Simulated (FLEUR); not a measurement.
# GaN (P6_3mc) in FLEUR: further runs

One crystal, GaN, is run at these levels: LDA, PBEsol; tasks: band structure, equation of state.

Everything below comes from runs of FLEUR MaX-R8.1 (later development tree). Logs are shortened: lines on timing, memory, paths and dates and some standing lists are left out, and cuts for length are marked.

**Measured values to compare with.**

From “Studying electronic properties in GaN without electrical contacts using γ-γ vs e−-γ Perturbed Angular Correlations”, 2019, pmc:6823545, for a bulk crystal of GaN: band gap 3.503 ± 0.005 eV (direct).

The runs below are set against these values where they give the same quantity.

## 1. The structure

It takes space group P6_3mc (No. 186, hexagonal). The conventional cell has a = 3.180 Å, b = 3.180 Å, c = 5.166 Å, α = 90.00°, β = 90.00°, γ = 120.00°. Ga (site symmetry 3m) is surrounded by 4 N at 1.94 to 1.95 Å. N (site symmetry 3m) is surrounded by 4 Ga at 1.94 to 1.95 Å.

## 2. Band structure, LDA

Input file inp.xml:

```xml
<?xml version="1.0" encoding="UTF-8" standalone="no"?>
<fleurInput fleurInputVersion="0.39">
   <comment>
      GaN                                                                                                 
   </comment>
   <calculationSetup>
      <cutoffs Kmax="5.1" Gmax="15.8" GmaxXC="15.8" numbands="0"/>
      <scfLoop itmax="60" minDistance="0.00001" maxIterBroyd="15" imix="Anderson" alpha="0.05" precondParam="0.0" spinf="2.0" sdNocoIR="T"/>
      <coreElectrons ctail="T" frcor="F" kcrel="0" coretail_lmax="0"/>
      <xcFunctional name="vwn" relativisticCorrections="F"/>
      <magnetism jspins="1"/>
      <soc l_soc="F" theta="0.0" phi="0.0" spav="F"/>
      <expertModes spex="0" secvar="F"/>
      <geometryOptimization l_f="F" forcealpha="1.0" forcemix="BFGS" epsdisp="0.00001" epsforce="0.00001"/>
      <ldaU l_linMix="F" mixParam="0.05" spinf="1.0"/>
   </calculationSetup>
   <cell>
      <bzIntegration valenceElectrons="52.0" mode="hist" fermiSmearingEnergy="0.00183747">
         <kPointListSelection listName="default-1"/>
         <!-- k-points included here -->
         <xi:include xmlns:xi="http://www.w3.org/2001/XInclude" href="kpts.xml"> </xi:include>
      </bzIntegration>
      <!-- symmetry operations included here -->
      <xi:include xmlns:xi="http://www.w3.org/2001/XInclude" href="sym.xml"> </xi:include>
      <bulkLattice scale="1.0">
[... 34 lines left out ...]
         <energyParameters s="2" p="2" d="3" f="4"/>
         <lo type="SCLO" l="0" n="2" eDeriv="2"/>
         <lo type="SCLO" l="1" n="2" eDeriv="2"/>
         <lo type="SCLO" l="2" n="3" eDeriv="2"/>
      </species>
   </atomSpecies>
   <atomGroups>
      <atomGroup species="Gallium (Ga)">
         <relPos label="                   1">-1.000/3.000 1.000/3.000 1.000/2.000</relPos>
         <relPos label="                   2">1.000/3.000 -1.000/3.000 .0000000000</relPos>
         <force calculate="T" relaxXYZ="TTT"/>
      </atomGroup>
      <atomGroup species="Nitrogen (N)">
         <relPos label="                   3">-1.000/3.000 1.000/3.000 -1.000/8.000</relPos>
         <relPos label="                   4">1.000/3.000 -1.000/3.000 3.000/8.000</relPos>
         <force calculate="T" relaxXYZ="TTT"/>
      </atomGroup>
   </atomGroups>
   <output dos="F" band="F" slice="F">
      <checks vchk="F" cdinf="F"/>
      <bandDOS minEnergy="-.5*Htr" maxEnergy="0.5*Htr" sigma="0.015" storeEVData="T"/>
      <vacuumDOS vacdos="F" integ="F" star="F" nstars="0" locx1="0.0" locy1="0.0" locx2="0.0" locy2="0.0" nstm="0" tworkf="0.0"/>
      <unfoldingBand unfoldBand="F" supercellX="1" supercellY="1" supercellZ="1"/>
      <plotting iplot="0" polar="F">
         <plot TwoD="T" vec1="  1.0  0.0  0.0" vec2="  0.0  1.0  0.0" vec3="  0.0  0.0  1.0" zero="  0.0  0.0  0.0" file="plot"/>
      </plotting>
      <chargeDensitySlicing numkpt="0" minEigenval="0.0" maxEigenval="0.0" nnne="0" pallst="F"/>
      <specialOutput eonly="F"/>
      <moessbauerParams electricFieldGradient="T" isomerShift="T" coreHyperfine="T" valenceHyperfine="T"/>
      <magneticCircularDichroism mcd="F" energyLo="-10.0" energyUp="0.0"/>
   </output>
  <!-- We include the file relax.xml here to enable relaxations (see documentation) -->
  <xi:include xmlns:xi="http://www.w3.org/2001/XInclude" href="relax.xml"> <xi:fallback/> </xi:include>
</fleurInput>
```

Input file crystal.txt:

```
GaN
&input cartesian=F /
3.1800000000  0.0000000000  0.0000000000
-1.5900000000  2.7539607840  0.0000000000
0.0000000000  0.0000000000  5.1660000000
1.8897261246
1.0 1.0 1.0

4
31 0.6666666666  0.3333333332  0.5000000000
31 0.3333333332  0.6666666666  0.0000000000
7 0.6666666666  0.3333333332  0.8750000000
7 0.3333333332  0.6666666666  0.3750000000

&kpt div1=10 div2=10 div3=5 gamma=T /
```

Input file inp.xml (bands):

```
<?xml version="1.0" encoding="UTF-8" standalone="no"?>
<fleurInput fleurInputVersion="0.39">
   <comment>
      GaN                                                                                                 
   </comment>
   <calculationSetup>
      <cutoffs Kmax="5.1" Gmax="15.8" GmaxXC="15.8" numbands="0"/>
      <scfLoop itmax="60" minDistance="0.00001" maxIterBroyd="15" imix="Anderson" alpha="0.05" precondParam="0.0" spinf="2.0" sdNocoIR="T"/>
      <coreElectrons ctail="T" frcor="F" kcrel="0" coretail_lmax="0"/>
      <xcFunctional name="vwn" relativisticCorrections="F"/>
      <magnetism jspins="1"/>
      <soc l_soc="F" theta="0.0" phi="0.0" spav="F"/>
      <expertModes spex="0" secvar="F"/>
      <geometryOptimization l_f="F" forcealpha="1.0" forcemix="BFGS" epsdisp="0.00001" epsforce="0.00001"/>
      <ldaU l_linMix="F" mixParam="0.05" spinf="1.0"/>
   </calculationSetup>
   <cell>
      <bzIntegration valenceElectrons="52.0" mode="hist" fermiSmearingEnergy="0.00183747">
         <kPointListSelection listName="path-1"/>
         <!-- k-points included here -->
         <xi:include xmlns:xi="http://www.w3.org/2001/XInclude" href="kpts.xml"> </xi:include>
      </bzIntegration>
      <!-- symmetry operations included here -->
      <xi:include xmlns:xi="http://www.w3.org/2001/XInclude" href="sym.xml"> </xi:include>
      <bulkLattice scale="1.0">
[... 33 lines left out ...]
         </electronConfig>
         <energyParameters s="2" p="2" d="3" f="4"/>
         <lo type="SCLO" l="0" n="2" eDeriv="2"/>
         <lo type="SCLO" l="1" n="2" eDeriv="2"/>
         <lo type="SCLO" l="2" n="3" eDeriv="2"/>
      </species>
   </atomSpecies>
   <atomGroups>
      <atomGroup species="Gallium (Ga)">
         <relPos label="                   1">-1.000/3.000 1.000/3.000 1.000/2.000</relPos>
         <relPos label="                   2">1.000/3.000 -1.000/3.000 .0000000000</relPos>
         <force calculate="T" relaxXYZ="TTT"/>
      </atomGroup>
      <atomGroup species="Nitrogen (N)">
         <relPos label="                   3">-1.000/3.000 1.000/3.000 -1.000/8.000</relPos>
         <relPos label="                   4">1.000/3.000 -1.000/3.000 3.000/8.000</relPos>
         <force calculate="T" relaxXYZ="TTT"/>
      </atomGroup>
   </atomGroups>
   <output dos="F" band="T" slice="F">
      <checks vchk="F" cdinf="F"/>
      <bandDOS minEnergy="-.5*Htr" maxEnergy="0.5*Htr" sigma="0.015" storeEVData="T"/>
      <vacuumDOS vacdos="F" integ="F" star="F" nstars="0" locx1="0.0" locy1="0.0" locx2="0.0" locy2="0.0" nstm="0" tworkf="0.0"/>
      <unfoldingBand unfoldBand="F" supercellX="1" supercellY="1" supercellZ="1"/>
      <plotting iplot="0" polar="F">
         <plot TwoD="T" vec1="  1.0  0.0  0.0" vec2="  0.0  1.0  0.0" vec3="  0.0  0.0  1.0" zero="  0.0  0.0  0.0" file="plot"/>
      </plotting>
      <chargeDensitySlicing numkpt="0" minEigenval="0.0" maxEigenval="0.0" nnne="0" pallst="F"/>
      <specialOutput eonly="F"/>
      <moessbauerParams electricFieldGradient="T" isomerShift="T" coreHyperfine="T" valenceHyperfine="T"/>
      <magneticCircularDichroism mcd="F" energyLo="-10.0" energyUp="0.0"/>
   </output>
  <!-- We include the file relax.xml here to enable relaxations (see documentation) -->
  <xi:include xmlns:xi="http://www.w3.org/2001/XInclude" href="relax.xml"> <xi:fallback/> </xi:include>
</fleurInput>
```

Potentials or basis: all-electron, FLAPW.

Launch:

```
$ inpgen -f crystal.txt -profile fastHighL
$ # inp.xml edited to the form shown
$ mpirun -n 4 fleur_MPI -pe_per_kpt 1
$ mpirun -n 4 fleur_MPI -pe_per_kpt 1   # second run, on inp.xml (bands)
```

Log:

```text
Welcome to FLEUR        (www.flapw.de)
      MaX-Release 8.1          (www.max-centre.eu)

 ========== k-point set info ==========
 Selected k-point list: default-1
 k-point list type: mesh
 10 x 10 x 5
 Number of k points: 42

 ------------Calculation Setup---------------------------
 Number of MPI-tasks      :            4
 Number of PE/node        :            4
 Number of OMP-threads    :            1
 Using exactly            1  PE per kpt
 Using exactly            1  PE per kpt
 k-points in parallel     :            4
 pe's per k-point         :            1
 No of k-point loops      :           10
 Info/Warning             : your k-point parallelism is not fully load-balanced
 Using exactly            1  PE per kpt
 Using exactly            1  PE per kpt
 Eigenvalue solver        :       lapack
 Number of basis functions:          866
 Approximate size of matrices (H+S) per k-point:         0.022 GB
 --------------------------------------------------------
 Iteration:     1   Distance:      25.24745797 me/bohr^3
 Iteration:     2   Distance:      21.63325840 me/bohr^3
 Iteration:     3   Distance:       8.22108760 me/bohr^3
 Iteration:     4   Distance:       4.51018231 me/bohr^3
 Iteration:     5   Distance:       3.10935131 me/bohr^3
 Iteration:     6   Distance:       0.35031739 me/bohr^3
 Iteration:     7   Distance:       0.33737381 me/bohr^3
 Iteration:     8   Distance:       0.02662502 me/bohr^3
 Iteration:     9   Distance:       0.01414127 me/bohr^3
 Iteration:    10   Distance:       0.00278281 me/bohr^3
 Iteration:    11   Distance:       0.00050622 me/bohr^3
 Iteration:    12   Distance:       0.00052652 me/bohr^3
 Iteration:    13   Distance:       0.00005654 me/bohr^3
 Iteration:    14   Distance:       0.00001632 me/bohr^3
 Iteration:    15   Distance:       0.00000301 me/bohr^3

 ********************************************************************
 Run finished successfully
 Stop message:
   all done
 ********************************************************************
```

Run time: 1.7 min. Hardware: 4 MPI ranks of Arm Neoverse V2, shared host.

Results:

```
Free energy                                           : -108615.5691 eV
Band gap on the k mesh                                : 1.98 eV, direct
Band gap along the path                               : 1.98 eV, direct
Valence electrons inside the program's atomic spheres : Ga 18.70; N 3.53 (radii Ga 1.92, N 1.47 bohr)
```

Levels at the corners of the path, in eV from the valence-band top:
```tsv
point	band 23	band 24	band 25	band 26	band 27	band 28	band 29	band 30
Γ	-1.07	-0.06	0.00	0.00	1.98	4.20	9.11	9.74
M	-4.33	-2.81	-2.30	-1.00	4.92	5.53	5.94	8.53
K	-5.40	-3.08	-3.08	-2.75	4.97	7.74	7.74	8.29
Γ	-1.07	-0.06	0.00	0.00	1.98	4.20	9.11	9.74
A	-0.55	-0.55	-0.55	-0.55	4.23	4.23	8.38	8.38
L	-1.98	-1.98	-1.95	-1.95	4.31	4.31	7.68	7.68
H	-4.28	-4.28	-1.52	-1.52	6.38	6.38	7.19	7.19
A	-0.55	-0.55	-0.55	-0.55	4.23	4.23	8.38	8.38
L	-1.98	-1.98	-1.95	-1.95	4.31	4.31	7.68	7.68
M	-4.33	-2.81	-2.30	-1.00	4.92	5.53	5.94	8.53
K	-5.40	-3.08	-3.08	-2.75	4.97	7.74	7.74	8.29
H	-4.28	-4.28	-1.52	-1.52	6.38	6.38	7.19	7.19
```

Core levels (eV from the Fermi level):
```csv
atom,levels
1 Ga,"1s1/2 -10201.7, 2s1/2 -1253.3, 2p1/2 -1110.1, 2p3/2 -1082.5"
2 Ga,"1s1/2 -10201.7, 2s1/2 -1253.3, 2p1/2 -1110.1, 2p3/2 -1082.5"
3 N,1s1/2 -371.8
4 N,1s1/2 -371.8
```

[end of part 1 of 2]
